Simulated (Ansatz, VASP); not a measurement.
**Two plane-wave programs on KBr**

File POSCAR:

```
KBr
1.0
    0.0000000000      3.3349230555      3.3349230555
    3.3349230555      0.0000000000      3.3349230555
    3.3349230555      3.3349230555      0.0000000000
K Br
1 1
Direct
    0.0000000000      0.0000000000      0.0000000000
    0.5000000000      0.5000000000      0.5000000000
```

File INCAR.step1:

```
  PREC = Accurate
  ENCUT = 520
  ISMEAR = 0
  SIGMA = 0.02
  LREAL = F
  LASPH = T
  NELM = 80
  NBANDS = 15
  GGA = PE
  ALGO = Normal
  EDIFF = 1E-4
  LWAVE = T
  LCHARG = F
```

File INCAR.step2:

```
  PREC = Accurate
  ENCUT = 520
  EDIFF = 1E-7
  ISMEAR = 0
  SIGMA = 0.02
  LREAL = F
  LASPH = T
  NELM = 80
  ALGO = Normal
  ISIF = 2
  LWAVE = F
  LCHARG = F
  METAGGA = R2SCAN
  LMIXTAU = T
  NBANDS = 15
  ISTART = 1
```

Contents of KPOINTS:

```
regular mesh
0
Gamma
  6 6 6
```

Input for Ansatz:

```yaml
crystal:
  lattice:
    - [0.0, 3.3349230555, 3.3349230555]
    - [3.3349230555, 0.0, 3.3349230555]
    - [3.3349230555, 3.3349230555, 0.0]
  atoms:
    - { symbol: K, position: [0.0, 0.0, 0.0] }
    - { symbol: Br, position: [0.5, 0.5, 0.5] }
basis:
  ecutwfc: 500
kpoints:
  mp_grid: { grid: [6, 6, 6] }
hamiltonian:
  xc: r2scan
scf:
  occupations: { method: gaussian, width: 0.02 }
output:
  forces: true
  stress: true
  eigenvalues: true
```

Alike in both runs: task single point; functional r2SCAN; k mesh 6 × 6 × 6; occupations gaussian, width 0.02 eV; no spin polarisation.

```csv
,VASP,Ansatz
version,VASP 6.6.1,Ansatz 0.2.0
potentials or method,"VASP PAW PBE potentials, release 64 (K_sv, Br)","scalar-relativistic, plane waves, PAW"
plane-wave cutoff (eV),520,500
valence electrons in the cell,16,16
```

```csv
,VASP,Ansatz,Ansatz less VASP
gap on the k mesh at the Fermi level (eV),4.99,4.99,-0.002
least direct gap on the mesh (eV),4.99,4.99,-0.002
pressure (GPa),-0.4,-0.4,+0.01
```

Caveats: the PAW data sets were made with another functional, which shifts forces and pressure a little (VASP). r2SCAN opens gaps a little over a GGA but as a rule still falls short of measured ones.
